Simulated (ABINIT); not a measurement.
# BeTe (F-43m) in ABINIT: a series of runs

The runs below take BeTe through equation of state, band structure, with PBE, SOGGA, PBE+D2, SCAN, rPW86PBE.

Everything below comes from runs of ABINIT 10.8.3 (patched build). Logs are shortened: lines on timing, memory, paths and dates and some standing lists are left out, and cuts for length are marked. The log counts tension as positive stress, the text compression.

## (1) The structure

The structure is cubic, space group F-43m (No. 216). The conventional cell has a = 5.540 Å, b = 5.540 Å, c = 5.540 Å, α = 90.00°, β = 90.00°, γ = 90.00°. Te (site symmetry -43m) has 4 Be at 2.40 Å as nearest neighbours. Around Be (site symmetry -43m) lie 4 Te at 2.40 Å.

## (2) Equation of state, PBE, spin-orbit coupling, no magnetisation

File run.abi:

```
# Datasets: one volume each
ndtset 7
getwfk -1
scalecart1 3*0.9795861087
scalecart2 3*0.9864848297
scalecart3 3*0.9932883884
scalecart4 3*1.0000000000
scalecart5 3*1.0066227096
scalecart6 3*1.0131594038
scalecart7 3*1.0196128224

# Pseudopotentials
pp_dirpath "./"
pseudos "Te.GGA_PBE-JTH.xml, Be.GGA_PBE-JTH.xml"

# Structure
acell 3*1.0 Angstrom
rprim
     0.0000000000     2.7700000000     2.7700000000
     2.7700000000     0.0000000000     2.7700000000
     2.7700000000     2.7700000000     0.0000000000
ntypat 2
znucl 52 4
natom 2
typat 1 2
xred
     0.7500000000     0.7500000000     0.7500000000
     0.0000000000     0.0000000000     0.0000000000

# Plane-wave basis
ecut 19.0
pawecutdg 38.0

# k points
kptopt 4
ngkpt 8 8 8
nshiftk 1
shiftk 0.0 0.0 0.0

# Exchange and correlation
ixc 11

# Bands and occupations
nband 18
occopt 3
tsmear 0.00183747

# Spin
nspinor 2
nspden 1
pawspnorb 1

# SCF cycle
nstep 100
tolvrs 1.0e-9

# Output
iomode 3
prtwf 1
prtden 0
prteig 0
prtebands 0
```

Potentials or basis: JTH PAW PBE v2.0.

The run is started by

```sh
> abinit run.abi > log 2>&1
```

run.abo:

```text
.Version 10.8.3 of ABINIT
 DATASET    1 : space group F2 3 (#196); Bravais cF (face-center cubic)
================================================================================
 Values of the parameters that define the memory need for DATASET  1.
     intxc =       0    ionmov =       0      iscf =      17    lmnmax =       8
     lnmax =       4     mgfft =      30  mpssoang =       2    mqgrid =    3001
     natom =       2  nloc_mem =       2    nspden =       1   nspinor =       2
    nsppol =       1      nsym =      12    n1xccc =       1    ntypat =       2
    occopt =       3   xclevel =       2
       mpw =        1090          nfft =       27000          nkpt =          52
 PAW method is used; the additional fine FFT grid is defined by:
   mgfftf=        45    nfftf =     91125
================================================================================
================================================================================
[... 71 lines left out ...]
 DATASET    7 : space group F2 3 (#196); Bravais cF (face-center cubic)
================================================================================
 Values of the parameters that define the memory need for DATASET  7.
     intxc =       0    ionmov =       0      iscf =      17    lmnmax =       8
     lnmax =       4     mgfft =      30  mpssoang =       2    mqgrid =    3001
     natom =       2  nloc_mem =       2    nspden =       1   nspinor =       2
    nsppol =       1      nsym =      12    n1xccc =       1    ntypat =       2
    occopt =       3   xclevel =       2
       mpw =        1243          nfft =       27000          nkpt =          52
 PAW method is used; the additional fine FFT grid is defined by:
   mgfftf=        45    nfftf =     91125
================================================================================
================================================================================

--------------------------------------------------------------------------------
------------- Echo of variables that govern the present computation ------------
--------------------------------------------------------------------------------
 -outvars: echo values of preprocessed input variables --------
            acell      1.8897261259E+00  1.8897261259E+00  1.8897261259E+00 Bohr
              amu      1.27600000E+02  9.01218200E+00
             ecut      1.90000000E+01 Hartree
           getwfk          -1
                       outvar_i_n : Printing only first  50 k-points.
              ixc          11
           jdtset        1    2    3    4    5    6    7
                       outvar_i_n : Printing only first  50 k-points.
           kptopt           4
         kptrlatt        8    0    0      0    8    0      0    0    8
          kptrlen1     5.80131222E+01
          kptrlen2     5.84216787E+01
          kptrlen3     5.88245996E+01
          kptrlen4     5.92220752E+01
          kptrlen5     5.96142858E+01
          kptrlen6     6.00014024E+01
          kptrlen7     6.03835872E+01
            natom           2
            nband          18
           ndtset           7
            ngfft          30      30      30
          ngfftdg          45      45      45
             nkpt          52
          nspinor           2
            nstep         100
             nsym          12
           ntypat           2
                       prtocc : prtvol=0, do not print more k-points.
           occopt           3
        pawcpxocc           2
        pawecutdg      3.80000000E+01 Hartree
        pawspnorb           1
         pawxcdev           0
           prtden           0
        prtebands           0
           prteig           0
            rprim1     0.0000000000E+00  2.7134535211E+00  2.7134535211E+00
                       2.7134535211E+00  0.0000000000E+00  2.7134535211E+00
                       2.7134535211E+00  2.7134535211E+00  0.0000000000E+00
            rprim2     0.0000000000E+00  2.7325629783E+00  2.7325629783E+00
                       2.7325629783E+00  0.0000000000E+00  2.7325629783E+00
                       2.7325629783E+00  2.7325629783E+00  0.0000000000E+00
            rprim3     0.0000000000E+00  2.7514088359E+00  2.7514088359E+00
                       2.7514088359E+00  0.0000000000E+00  2.7514088359E+00
                       2.7514088359E+00  2.7514088359E+00  0.0000000000E+00
            rprim4     0.0000000000E+00  2.7700000000E+00  2.7700000000E+00
                       2.7700000000E+00  0.0000000000E+00  2.7700000000E+00
                       2.7700000000E+00  2.7700000000E+00  0.0000000000E+00
            rprim5     0.0000000000E+00  2.7883449056E+00  2.7883449056E+00
                       2.7883449056E+00  0.0000000000E+00  2.7883449056E+00
                       2.7883449056E+00  2.7883449056E+00  0.0000000000E+00
            rprim6     0.0000000000E+00  2.8064515485E+00  2.8064515485E+00
                       2.8064515485E+00  0.0000000000E+00  2.8064515485E+00
                       2.8064515485E+00  2.8064515485E+00  0.0000000000E+00
            rprim7     0.0000000000E+00  2.8243275180E+00  2.8243275180E+00
                       2.8243275180E+00  0.0000000000E+00  2.8243275180E+00
                       2.8243275180E+00  2.8243275180E+00  0.0000000000E+00
          spgroup         196
           tolvrs      1.00000000E-09
           tsmear      1.83747000E-03 Hartree
            typat      1  2
           useylm           1
                       outvars : Printing only first  50 k-points.
           xangst1     4.0701802816E+00  4.0701802816E+00  4.0701802816E+00
                       0.0000000000E+00  0.0000000000E+00  0.0000000000E+00
           xangst2     4.0988444674E+00  4.0988444674E+00  4.0988444674E+00
                       0.0000000000E+00  0.0000000000E+00  0.0000000000E+00
           xangst3     4.1271132538E+00  4.1271132538E+00  4.1271132538E+00
                       0.0000000000E+00  0.0000000000E+00  0.0000000000E+00
           xangst4     4.1550000000E+00  4.1550000000E+00  4.1550000000E+00
                       0.0000000000E+00  0.0000000000E+00  0.0000000000E+00
           xangst5     4.1825173584E+00  4.1825173584E+00  4.1825173584E+00
                       0.0000000000E+00  0.0000000000E+00  0.0000000000E+00
           xangst6     4.2096773228E+00  4.2096773228E+00  4.2096773228E+00
                       0.0000000000E+00  0.0000000000E+00  0.0000000000E+00
           xangst7     4.2364912771E+00  4.2364912771E+00  4.2364912771E+00
                       0.0000000000E+00  0.0000000000E+00  0.0000000000E+00
            xcart1     7.6915260154E+00  7.6915260154E+00  7.6915260154E+00
                       0.0000000000E+00  0.0000000000E+00  0.0000000000E+00
            xcart2     7.7456934761E+00  7.7456934761E+00  7.7456934761E+00
                       0.0000000000E+00  0.0000000000E+00  0.0000000000E+00
            xcart3     7.7991137403E+00  7.7991137403E+00  7.7991137403E+00
                       0.0000000000E+00  0.0000000000E+00  0.0000000000E+00
            xcart4     7.8518120531E+00  7.8518120531E+00  7.8518120531E+00
                       0.0000000000E+00  0.0000000000E+00  0.0000000000E+00
            xcart5     7.9038123242E+00  7.9038123242E+00  7.9038123242E+00
                       0.0000000000E+00  0.0000000000E+00  0.0000000000E+00
            xcart6     7.9551372185E+00  7.9551372185E+00  7.9551372185E+00
                       0.0000000000E+00  0.0000000000E+00  0.0000000000E+00
            xcart7     8.0058082485E+00  8.0058082485E+00  8.0058082485E+00
                       0.0000000000E+00  0.0000000000E+00  0.0000000000E+00
             xred      7.5000000000E-01  7.5000000000E-01  7.5000000000E-01
                       0.0000000000E+00  0.0000000000E+00  0.0000000000E+00
            znucl       52.00000    4.00000

================================================================================

 chkinp: Checking input parameters for consistency, jdtset=   1.

 chkinp: Checking input parameters for consistency, jdtset=   2.
[... 40 lines left out ...]
 getcut: wavevector=  0.0000  0.0000  0.0000  ngfft=  45  45  45
         ecut(hartree)=     38.000   => boxcut(ratio)=   2.18655

--- Pseudopotential description ------------------------------------------------
- pspini: atom type   1  psp file is ./Te.GGA_PBE-JTH.xml
 Pseudopotential format is: paw10
 basis_size (lnmax)=  4 (lmn_size=  8), orbitals=   0   0   1   1
 Spheres core radius: rc_sph= 2.31107438
 Shapefunction is SIN type: shapef(r)=[sin(pi*r/rshp)/(pi*r/rshp)]**2
 Radius for shape functions =  2.10488624
 Compensation charge density is not taken into account in XC energy/potential

- pspini: atom type   2  psp file is ./Be.GGA_PBE-JTH.xml
 Pseudopotential format is: paw10
 basis_size (lnmax)=  4 (lmn_size=  8), orbitals=   0   0   1   1
 Spheres core radius: rc_sph= 1.60727588
 Shapefunction is SIN type: shapef(r)=[sin(pi*r/rshp)/(pi*r/rshp)]**2
 Radius for shape functions =  1.40108027
 Compensation charge density is not taken into account in XC energy/potential

   1.14173192E+03                                ecore*ucvol(ha*bohr**3)
--------------------------------------------------------------------------------

[... 1248 lines left out ...]
-Cartesian components of stress tensor (GPa)         [Pressure=  5.6694E-01 GPa]
- sigma(1 1)= -5.66935727E-01  sigma(3 2)=  0.00000000E+00
- sigma(2 2)= -5.66935727E-01  sigma(3 1)=  0.00000000E+00
- sigma(3 3)= -5.66935727E-01  sigma(2 1)=  0.00000000E+00

== END DATASET(S) ==============================================================
================================================================================

 -outvars: echo values of variables after computation  --------
            acell      1.8897261259E+00  1.8897261259E+00  1.8897261259E+00 Bohr
           etotal1    -2.3114885488E+01
           etotal2    -2.3116577910E+01
           etotal3    -2.3117923003E+01
           etotal4    -2.3118952464E+01
           etotal5    -2.3119688215E+01
           etotal6    -2.3120157868E+01
           etotal7    -2.3120390693E+01
            fcart1    -2.6255959004E-29 -2.6255959004E-29  7.8767877011E-29
                       2.6255959004E-29  2.6255959004E-29 -7.8767877011E-29
            fcart2    -0.0000000000E+00 -0.0000000000E+00 -0.0000000000E+00
                      -0.0000000000E+00 -0.0000000000E+00 -0.0000000000E+00
            fcart3    -8.0918004942E-30 -8.0918004942E-30  2.4275401482E-29
                       8.0918004942E-30  8.0918004942E-30 -2.4275401482E-29
            fcart4    -4.8224948833E-30 -4.8224948833E-30  1.4467484650E-29
                       4.8224948833E-30  4.8224948833E-30 -1.4467484650E-29
            fcart5    -4.7907670245E-30 -4.7907670245E-30  1.4372301073E-29
                       4.7907670245E-30  4.7907670245E-30 -1.4372301073E-29
[... 38 lines left out ...]
                       0.0000000000E+00  0.0000000000E+00  0.0000000000E+00
           xangst1     4.0701802816E+00  4.0701802816E+00  4.0701802816E+00
                       0.0000000000E+00  0.0000000000E+00  0.0000000000E+00
           xangst2     4.0988444674E+00  4.0988444674E+00  4.0988444674E+00
                       0.0000000000E+00  0.0000000000E+00  0.0000000000E+00
           xangst3     4.1271132538E+00  4.1271132538E+00  4.1271132538E+00
                       0.0000000000E+00  0.0000000000E+00  0.0000000000E+00
           xangst4     4.1550000000E+00  4.1550000000E+00  4.1550000000E+00
                       0.0000000000E+00  0.0000000000E+00  0.0000000000E+00
           xangst5     4.1825173584E+00  4.1825173584E+00  4.1825173584E+00
                       0.0000000000E+00  0.0000000000E+00  0.0000000000E+00
           xangst6     4.2096773228E+00  4.2096773228E+00  4.2096773228E+00
                       0.0000000000E+00  0.0000000000E+00  0.0000000000E+00
           xangst7     4.2364912771E+00  4.2364912771E+00  4.2364912771E+00
                       0.0000000000E+00  0.0000000000E+00  0.0000000000E+00
             xred      7.5000000000E-01  7.5000000000E-01  7.5000000000E-01
                       0.0000000000E+00  0.0000000000E+00  0.0000000000E+00
 Calculation completed.
```

It took 9.1 min on 1 thread of Arm Neoverse N1, shared host; peak memory 0.16 GiB.

Results:

```yaml
Equilibrium_volume: "22.76 Å³/atom (rough: see the caveat)"
Bulk_modulus: 58 GPa (rough)
```

Energy against volume, from the lowest point:
| volume (Å³/atom) | energy (meV/atom) |
| --- | --- |
| 19.979 | 74.90 |
| 20.404 | 51.88 |
| 20.829 | 33.57 |
| 21.254 | 19.57 |
| 21.679 | 9.56 |
| 22.104 | 3.17 |
| 22.529 | 0.00 |

Caveat: pressures at fixed basis lie under the slope of the energies; the minimum lies outside the volumes run.

## (3) Band structure, SOGGA, spin-orbit coupling, no magnetisation

File run.abi:

```
ndtset 2

pp_dirpath "./"
pseudos "Te.GGA_PBE-JTH.xml, Be.GGA_PBE-JTH.xml"

acell 3.9173715678 3.9173715678 3.9173715678 Angstrom
rprim
     0.0000000000     0.7071067812     0.7071067812
     0.7071067812     0.0000000000     0.7071067812
     0.7071067812     0.7071067812     0.0000000000
ntypat 2
znucl 52 4
natom 2
typat 1 2
xred
     0.7500000000     0.7500000000     0.7500000000
     0.0000000000     0.0000000000     0.0000000000

ecut 517.016339 eV
pawecutdg 38.0

ixc -150130

occopt 3
tsmear 0.00183747

nspinor 2
nspden 1
pawspnorb 1

nstep 100

iomode 3
prtwf 0
prteig 0
prtebands 0
enunit 1
prtden1 1

kptopt1 4
ngkpt1 8 8 8
nshiftk1 1
shiftk1 0.0 0.0 0.0
nband1 18
tolvrs1 1.0e-9

iscf2 -2
getden2 1
nband2 30
nbdbuf2 8
tolwfr2 1.0e-11
kptopt2 -9
ndivsm2 8
prteig2 1
prtvol2 -3
kptbounds2
     0.0000000000     0.0000000000     0.0000000000
     0.5000000000     0.0000000000     0.5000000000
     0.5000000000     0.2500000000     0.7500000000
     0.3750000000     0.3750000000     0.7500000000
     0.0000000000     0.0000000000     0.0000000000
     0.5000000000     0.5000000000     0.5000000000
     0.6250000000     0.2500000000     0.6250000000
     0.5000000000     0.2500000000     0.7500000000
     0.5000000000     0.5000000000     0.5000000000
     0.3750000000     0.3750000000     0.7500000000
```

Potentials or basis: JTH PAW PBE v2.0.

The run is started by

```sh
> abinit run.abi > log 2>&1
```

Run time: 5.9 min. Hardware: 1 thread of Arm Neoverse N1, shared host; peak memory 0.24 GiB.

Results (log left out):

* Free energy: -625.9475 eV
* Pressure: 1.8 GPa
* Band gap on the k mesh: 1.34 eV, indirect (least direct gap 3.22 eV)
* Band gap along the path: 1.34 eV, indirect (least direct gap 3.22 eV)
* Valence electrons inside the program's atomic spheres: Te 3.23; Be 2.53

Levels at the corners of the path, in eV from the valence-band top:
| point | band 6 | band 7 | band 8 | band 9 | band 10 | band 11 | band 12 | band 13 | band 14 | band 15 |
| --- | --- | --- | --- | --- | --- | --- | --- | --- | --- | --- |
| Γ | -0.93 | 0.00 | 0.00 | 0.00 | 0.00 | 3.22 | 3.22 | 3.32 | 3.32 | 3.32 |
| X | -5.75 | -3.33 | -3.33 | -2.95 | -2.95 | 1.34 | 1.34 | 2.17 | 2.17 | 9.74 |
| W | -4.99 | -4.58 | -4.15 | -3.80 | -3.75 | 4.84 | 4.87 | 5.23 | 5.23 | 5.47 |
| K | -5.26 | -4.67 | -4.41 | -2.70 | -2.68 | 2.16 | 2.19 | 4.95 | 5.04 | 7.87 |
| Γ | -0.93 | 0.00 | 0.00 | 0.00 | 0.00 | 3.22 | 3.22 | 3.32 | 3.32 | 3.32 |
| L | -6.25 | -1.76 | -1.76 | -1.26 | -1.26 | 2.85 | 2.85 | 4.18 | 4.18 | 4.29 |
| U | -5.26 | -4.67 | -4.41 | -2.70 | -2.68 | 2.16 | 2.19 | 4.95 | 5.04 | 7.87 |
| W | -4.99 | -4.58 | -4.15 | -3.80 | -3.75 | 4.84 | 4.87 | 5.23 | 5.23 | 5.47 |
| L | -6.25 | -1.76 | -1.76 | -1.26 | -1.26 | 2.85 | 2.85 | 4.18 | 4.18 | 4.29 |
| K | -5.26 | -4.67 | -4.41 | -2.70 | -2.68 | 2.16 | 2.19 | 4.95 | 5.04 | 7.87 |

Caveat: the PAW data sets were made with another functional, which shifts forces and pressure a little.

## (4) Equation of state, PBE+D2

File run.abi:

```
ndtset 7
getwfk -1
scalecart1 3*0.9795861087
scalecart2 3*0.9864848297
scalecart3 3*0.9932883884
scalecart4 3*1.0000000000
scalecart5 3*1.0066227096
scalecart6 3*1.0131594038
scalecart7 3*1.0196128224

pp_dirpath "./"
pseudos "Te.GGA_PBE-JTH.xml, Be.GGA_PBE-JTH.xml"

acell 7.4027593915 7.4027593915 7.4027593915
rprim
     0.0000000000     0.7071067812     0.7071067812
     0.7071067812     0.0000000000     0.7071067812
     0.7071067812     0.7071067812     0.0000000000
ntypat 2
znucl 52 4
natom 2
typat 1 2
xred
     0.7500000000     0.7500000000     0.7500000000
     0.0000000000     0.0000000000     0.0000000000

ecut 19.0
pawecutdg 38.0

kptopt 1
ngkpt 8 8 8
nshiftk 1
shiftk 0.0 0.0 0.0

ixc 11
vdw_xc 5

nband 9
occopt 3
tsmear 0.00183747

nstep 100
tolvrs 1.0e-9

iomode 3
prtwf 1
prtden 0
prteig 0
prtebands 0
enunit 2
```

The run is started by

```sh
> abinit run.abi > log 2>&1
```

Wall time 84 s (1 thread of Arm Neoverse N1, shared host); peak memory 0.13 GiB.

The run converged. Its results:

* Equilibrium volume: 22.20 Å³/atom
* Bulk modulus: 68 GPa
* Pressure derivative of the bulk modulus: 3.6 (rough: it moves with the points fitted)

Energy against volume, from the lowest point:
| volume (Å³/atom) | energy (meV/atom) |
| --- | --- |
| 19.979 | 55.41 |
| 20.404 | 35.05 |
| 20.829 | 19.72 |
| 21.254 | 8.99 |
| 21.679 | 2.55 |
| 22.104 | 0.00 |
| 22.529 | 0.91 |

Caveat: pressures at fixed basis lie under the slope of the energies. The run has no spin-orbit coupling, so splittings on Te are missing.

(Continued in part 2 of 2.)
